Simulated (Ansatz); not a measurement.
The system is Tl.

```
CELL_PARAMETERS angstrom
-1.95600 1.95600 1.95600
1.95600 -1.95600 1.95600
1.95600 1.95600 -1.95600
ATOMIC_POSITIONS crystal
Tl 0.00000 0.00000 0.00000
```

This isn't the form of Tl at room conditions, which is hcp.

Program: Ansatz 0.2.0. Alike in all runs: task band structure; potentials or basis Ansatz PAW; no spin polarisation; cell as given; k mesh 6 × 6 × 6; smearing fermi-dirac 0.05 eV; the mesh is coarse, so values aren't converged.

Q: Order these runs on this cell by their pressure, lowest first.
A. level r2SCAN; cutoff (eV) 500
B. level LDA; cutoff (eV) 420
C. level PBEsol; cutoff (eV) 420

A: B (-3.0 GPa), C (-1.4 GPa), A (0.3 GPa).

Caveats: all runs use coarse meshes; the PAW data sets come from PBE, with cores solved anew for the run's functional, which leaves a small shift of forces and pressure.

Not every run made on this cell is shown here.
